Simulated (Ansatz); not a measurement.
input.yaml

```yaml
crystal:
  lattice:
    - [0.0, 3.27008071, 3.27008071]
    - [3.27008071, 0.0, 3.27008071]
    - [3.27008071, 3.27008071, 0.0]
  atoms:
    - { symbol: Na, position: [0.25, 0.25, 0.25] }
    - { symbol: Na, position: [0.75, 0.75, 0.75] }
    - { symbol: S, position: [0.0, 0.0, 0.0] }
basis:
  ecutwfc: 420
kpoints:
  mp_grid: { grid: [8, 8, 8] }
hamiltonian:
  xc: pbesol
scf:
  occupations: { method: gaussian, width: 0.02 }
output:
  forces: true
  stress: true
  eigenvalues: true
  populations: true
```

It can be run as
```bash
ansatz run input.yaml --threads 1 --pin off --backend cpu --events-out ev --progress --plain --runs-dir out  # memory cap (--max-ram) not shown
```

Theory: DFT PBEsol, scalar-relativistic, plane waves, PAW in Ansatz.

Part of what the program printed, abridged (iterations and final results):

```
SCF iter   1: F=—  HF=-3839.850543 eV  |F-HF|=—  |Δ(HF+E_count)|=         —  Δρ=3.42e-3  dr2=1.25e-2  ethr=1.77e-3  ⟨swp⟩=5.9  Hψ=2241  notcnv=0
SCF iter   2: F=—  HF=-3839.843955 eV  |F-HF|=—  |Δ(HF+E_count)|=   6.59e-3  Δρ=8.35e-4  dr2=3.46e-4  ethr=5.21e-5  ⟨swp⟩=2.1  Hψ=933  notcnv=0
SCF iter   3: F=—  HF=-3839.843932 eV  |F-HF|=—  |Δ(HF+E_count)|=   2.30e-5  Δρ=2.80e-4  dr2=4.62e-5  ethr=1.44e-6  ⟨swp⟩=2.1  Hψ=653  notcnv=0
SCF iter   4: F=—  HF=-3839.843872 eV  |F-HF|=—  |Δ(HF+E_count)|=   6.00e-5  Δρ=6.60e-5  dr2=2.14e-6  ethr=1.93e-7  ⟨swp⟩=2.0  Hψ=511  notcnv=0
SCF iter   5: F=-3839.843873 eV  HF=-3839.843873 eV  |F-HF|=1.12e-8  |Δ(HF+E_count)|=   6.93e-7  Δρ=6.83e-6  dr2=6.16e-8  ethr=8.91e-9  ⟨swp⟩=2.1  Hψ=744  notcnv=0
SCF iter   6: F=-3839.843873 eV  HF=-3839.843873 eV  |F-HF|=2.15e-8  |Δ(HF+E_count)|=   4.37e-8  Δρ=4.56e-6  dr2=2.79e-8  ethr=2.57e-10  ⟨swp⟩=2.0  Hψ=1508  notcnv=0
SCF 1 converged in 6 iterations: F = -3839.843873 eV  dr2 = 2.79e-8
SCF converged after 6 iterations
Free energy (F): -3839.843873 eV
Harris-Foulkes:  -3839.843873 eV  (|F-HF|=2.15e-8)
Internal energy: -3839.843873 eV  (E = F + TS)
E sigma→0 (E₀):  -3839.843873 eV
Fermi energy:    3.142821 eV
--- Per-component energies (eV) ---
  E_band       = -441.276765
  E_kinetic    = 349.104242
  E_local      = -2820.500583  (includes V_loc(G=0)·N_el)
  E_nonlocal   = 260.364339
  E_hartree    = 1020.127654
  E_xc         = -173.761283
  E_vxc        = -187.808374  (∫ρ·V_xc dr)
  E_paw        = -1090.950723  (= ΣΔE_a)
  E_vpaw       = -82.689643  (= ΣTr[D̂ρ^β])
  E_aug_tail   = -0.000041  (compensation charges beyond the density's cutoff)
  E_ewald      = -1384.398814
  E_core_change = 0.171337  (= ΣΔE_core)
  E_smearing   =  0.000000  (= −TS)
--- Forces (eV/Å), atoms counted from 1 ---
  atom   1  Na     0.00000000     0.00000000     0.00000000
  atom   2  Na     0.00000000     0.00000000     0.00000000
  atom   3  S      0.00000000     0.00000000     0.00000000
--- Stress (GPa, compression-positive) ---
       -0.501499       0.000000       0.000000
        0.000000      -0.501499       0.000000
        0.000000       0.000000      -0.501499
  P = ⅓ Tr σ = -0.5015 GPa (-5.015 kbar)
--- Band table (eV; the first three rows and the last of 29) ---
  k-point 0: bands = ["-48.0042", "-47.9920", "-20.1168", "-20.1168", "-20.1168", "-20.0618", "-20.0618", "-20.0618", "-8.1672", "1.9571", "1.9571", "1.9571", "4.3283", "9.5999", "9.5999", "9.5999"]
  k-point 1: bands = ["-48.0037", "-47.9925", "-20.1155", "-20.1149", "-20.1149", "-20.0650", "-20.0641", "-20.0641", "-8.1324", "1.5724", "1.9364", "1.9364", "4.8157", "9.3814", "9.6932", "9.6932"]
  k-point 2: bands = ["-48.0023", "-47.9938", "-20.1115", "-20.1092", "-20.1092", "-20.0735", "-20.0703", "-20.0703", "-8.0464", "0.9312", "1.8878", "1.8878", "5.6992", "8.9158", "9.5127", "9.5127"]
  k-point 28: bands = ["-47.9980", "-47.9980", "-20.1387", "-20.1333", "-20.0915", "-20.0915", "-20.0514", "-20.0507", "-7.8411", "0.9236", "0.9236", "1.3591", "6.6292", "9.1194", "9.1194", "9.1302"]
--- Löwdin populations: 3 sites ---
  site symbol q [e]
     0     Na      8.3762
     1     Na      8.3762
     2      S      7.1563
  spilling = 0.003804 (of n_electrons = 24.000000)
```

Self-consistency was reached.